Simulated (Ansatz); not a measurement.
**Where the states of InSe lie**

```
CELL_PARAMETERS angstrom
2.00000 1.15470 8.31667
-2.00000 1.15470 8.31667
0.00000 -2.30940 8.31667
ATOMIC_POSITIONS crystal
In 0.00000 0.00000 0.00000
In 0.11220 0.11220 0.11220
Se 0.61550 0.61550 0.61550
Se 0.83000 0.83000 0.83000
```

The cell is COD entry 1534648, which may be a prediction rather than a measurement; nothing was relaxed.

Spin–orbit coupling is left out, though it moves levels of the heavy atoms by tenths of an eV or more.

The calculation used DFT, PBE, all-electron LAPW, scalar-relativistic in Ansatz 0.2.0.

The runs use a Γ-centred 7×7×7 k mesh, Fermi–Dirac smearing of 0.03 eV, basis error target 1 meV/atom, no spin polarisation.

States per eV and cell, averaged over 0.4 eV, from -13.0 to 6.4 eV, with energies (bin centres) from the valence-band top; empty bins are left out. The partial columns, the largest 3 alone, are projections on Löwdin-orthogonalised atomic shells (those that the program's projection atoms carry: the occupied ones and, for some elements, an empty d or f shell; other empty shells have no column), summed over atoms of an element. Weights on diffuse s and p shells depend on that basis and aren't pure angular character.

```csv
E (eV),total,Se 4p,In 5p,In 5s
-12.9,2.10,0.03,0.31,0.17
-12.5,3.98,0.03,0.54,0.15
-12.1,2.88,0.01,0.35,0.04
-6.5,1.34,0.49,0.07,0.75
-6.1,3.66,1.02,0.50,1.84
-5.7,1.47,0.75,0.19,0.48
-5.3,1.39,0.71,0.16,0.45
-4.9,0.76,0.39,0.06,0.25
-4.5,0.86,0.46,0.04,0.28
-4.1,0.45,0.24,0.02,0.14
-3.7,3.20,2.01,0.96,0.13
-3.3,2.09,1.45,0.52,0.07
-2.9,3.52,2.50,0.81,0.11
-2.5,4.16,3.08,0.88,0.09
-2.1,4.70,3.67,0.83,0.07
-1.7,3.43,2.32,0.86,0.16
-1.3,2.23,1.42,0.59,0.15
-0.9,1.24,0.81,0.29,0.09
-0.5,0.43,0.30,0.09,0.03
-0.1,0.09,0.06,0.02,0.01
0.7,0.01,0.00,0.00,0.00
1.1,0.11,0.03,0.03,0.03
1.5,1.24,0.38,0.40,0.32
1.9,4.53,1.56,1.33,1.20
2.3,2.93,0.99,0.70,1.01
2.7,1.18,0.23,0.57,0.25
3.1,0.20,0.04,0.12,0.00
3.5,3.16,0.51,1.98,0.13
3.9,2.70,0.43,1.54,0.17
4.3,5.01,0.98,2.90,0.25
4.7,3.17,0.57,1.86,0.20
5.1,0.58,0.12,0.27,0.08
5.5,1.07,0.10,0.65,0.07
5.9,2.54,0.22,1.52,0.06
6.3,2.26,0.19,1.11,0.03
```

Question: Which of the resolved shells contributes most in the top eV of the valence band?

Answer: Se 4p, with 67 % of all states there; In 5p follows with 23 %.
